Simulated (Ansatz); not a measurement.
# Ga (bcc)

Computed with Ansatz (plane waves, PAW, 500 eV cutoff): r²SCAN, scalar-relativistic, no spin polarisation, 18×18×18 k-mesh, Gaussian smearing of 0.05 eV. The datasets are Ansatz's generated set soft_2.

```xyz
1
Lattice="-1.6542 1.6542 1.6542 1.6542 -1.6542 1.6542 1.6542 1.6542 -1.6542" Properties=species:S:1:pos:R:3 pbc="T T T"
Ga    0.0000    0.0000    0.0000
```

At room temperature and ambient pressure Ga takes another structure.

Path: Γ–H–N–Γ–P–H | P–N, with Γ = (0.000, 0.000, 0.000), H = (0.500, -0.500, 0.500), N = (0.000, 0.000, 0.500), P = (0.250, 0.250, 0.250) in reciprocal vectors of the calculation's cell.

Question: Is it a metal or an insulator, and if it has a gap, where are the band edges on this path?

Answer: A metal: bands cross the Fermi level.

Bands as a text map, energy in eV from the Fermi level (dashes), each leg drawn with the same width:
```
  5.57 |    *     * *                                
  5.14 |                         *                   
  4.71 |    *    *                              **   
  4.29 |     *     *                      *          
  3.86 |                                             
  3.43 |      * *        *       *              *    
  3.00 |     *    *               *  *         *     
  2.57 |                                             
  2.14 |      ** *                         *   *     
  1.71 |       **                          *  *      
  1.29 |                          **                 
  0.86 |        *                         *   *      
  0.43 |        *       *                    *       
  0.00 |----------------------------*----**-**-------
 -0.43 |         *                 *                 
 -0.86 |                             *  *    *       
 -1.29 |      *  *                    ** *           
 -1.71 |          *                           *      
 -2.14 |               *            *   *   **       
 -2.57 |          **                 * *      **     
 -3.00 |                              *         *    
 -3.43 |           **                          *     
 -3.86 |             *             *            ***  
 -4.29 |     *      * *                          * **
 -4.71 |             **                           ***
 -5.14 |                                             
 -5.57 |                                             
 -6.00 |                                             
        Γ      H      N      Γ      P      HP       N
```

The calculation's cell holds 13 valence electrons, an odd number. Without magnetic order each band takes two, so one stays part-filled and the crystal must be a metal.
